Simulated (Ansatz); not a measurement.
## BN, space group P1: a phonon calculation by linear response, step by step

Computed with Ansatz's Python interface.

Run as a notebook:

```python
from pathlib import Path
import warnings

import ansatz
import numpy as np
```

```python
warnings.simplefilter('ignore', ansatz.DeckWarning)
```

```python
bn = (
    ansatz.Lattice.of([2.508041, 0.0, 0.0], [-1.246711, 2.176231, 0.0], [-0.630665, -1.088116, 3.02254])
    .atom('B', [0.979643, 0.983499, 0.001806])
    .atom('N', [0.668506, 0.332385, 0.984999])
)
```

```python
len(bn.resolved().sites)
```

    2

```python
job = (
    bn.calculation()
    .basis(320, xc_grid=1)
    .functional('LDA')
    .scf(tolerance=1e-05, lower_state_search='standard')
    .occupations('fermi_dirac', width=0.3)
    .kpoints(8, 8, 6)
    .phonons('dfpt', points=[(0, 0, 0), (0.5, 0, 0)])
)
res = job.run(runs_dir='runs')
ph = res.phonons

for q in ph.qpoints:
    print('q =', np.round(q.q_frac, 3), '1/cm:', ' '.join(f'{w:.1f}' for w in q.omega_inv_cm))
```

    q = [0. 0. 0.] 1/cm: -0.0 -0.0 0.0 730.4 1198.3 1486.4
    q = [0.5 0.  0. ] 1/cm: 359.6 562.7 580.5 1025.4 1211.3 1399.2

Reading the output:
- The settings weren't tested for convergence.
- The cutoff lies under the one recommended for these potentials.
- The cell isn't relaxed first, so the values belong to this volume.
- No non-analytic term is added, so at the zone centre the longitudinal optical modes of a polar crystal aren't split off.
- This cell is a computed structure, which may not be the phase found in nature.
- The structure is taken as given; imaginary modes can come from an unrelaxed or unstable start.
- The script silences the warnings on its input, which a real study should read.
- It ran for 20 s on 1 thread of Intel(R) Xeon(R) Processor @ 2.30GHz, with other jobs on the host, peak memory 0.57 GiB.
